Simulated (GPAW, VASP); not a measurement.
Given: the input of a run of VASP 6.6.1 on Ag (Silver). 

Contents of INCAR:

```
PREC = Accurate
ENCUT = 520
EDIFF = 1E-6
ISMEAR = 0
SIGMA = 0.018000000000000002
LREAL = F
LASPH = T
NELM = 100
ALGO = Normal
ISIF = 2
LWAVE = F
LCHARG = F
GGA = PE
```

KPOINTS

```
Automatic mesh
0
Gamma
  11 11 11
```

The input POSCAR:

```
Ag
1.0
    0.0000000000      2.0427500000      2.0427500000
    2.0427500000      0.0000000000      2.0427500000
    2.0427500000      2.0427500000      0.0000000000
Ag
1
Direct
    0.0000000000      0.0000000000      0.0000000000
```

Potentials or basis: VASP PAW PBE potentials, release 64 (Ag).

Launch:

```console
$ cat potpaw_PBE.64/Ag/POTCAR > POTCAR
$ mpirun -np 1 vasp_std > vasp.out
```

**Question.** Translate it to GPAW 26.7.0 (ASE script). Potentials or basis there: GPAW PAW data sets (gpaw-data 1.2.1), cutoff 600 eV.

**Answer.** As run (cutoffs and basis follow the program's own potentials, and thresholds, step limits or extra output files can differ):

The input run.py:

```python
from ase import Atoms
from ase.dft.bandgap import bandgap
from ase.io import write
from ase.units import Bohr, GPa
from gpaw import GPAW, PW
from gpaw.elf import elf_from_dft_calculation

atoms = Atoms(['Ag'],
              cell=[[0.0, 2.04275, 2.04275],
                    [2.04275, 0.0, 2.04275],
                    [2.04275, 2.04275, 0.0]],
              scaled_positions=[[0.0, 0.0, 0.0]],
              pbc=True)

calc = GPAW(mode=PW(600),
            xc='PBE',
            kpts={'size': (11, 11, 11), 'gamma': True},
            occupations={'name': 'methfessel-paxton', 'order': 0, 'width': 0.018000000000000002},
            nbands=18,
            convergence={'density': 1e-05, 'energy': 1e-05},
            maxiter=150,
            txt='gpaw.txt')
atoms.calc = calc
energy = atoms.get_potential_energy()
forces = atoms.get_forces()
stress = atoms.get_stress()
calc.write('gs.gpw')
write('result.traj', atoms)
print(f'Energy: {energy:.6f} eV')
print('Forces (eV/A):')
print(forces.round(4))
print('Stress (GPa):', (stress / GPa).round(3))
print('Fermi level:', round(calc.get_fermi_level(), 4), 'eV')
print(f'Gap: {bandgap(calc)[0]:.4f} eV, direct: {bandgap(calc, direct=True)[0]:.4f} eV')

# fields on the real-space grid
write('density.cube', atoms, data=calc.get_pseudo_density() * Bohr**3)
write('potential.cube', atoms, data=calc.get_electrostatic_potential())
write('elf.cube', atoms, data=elf_from_dft_calculation(calc).data)
```

Potentials or basis: GPAW PAW data sets (gpaw-data 1.2.1), pw.

Run with:

```sh
$ OMP_NUM_THREADS=1 python run.py
```

Both were run:

|  | VASP | GPAW |
| --- | --- | --- |
| Pressure | 4.1 GPa | 4.2 GPa |

The potentials hold 11 and 17 valence electrons a cell.

Pressure is positive in compression.
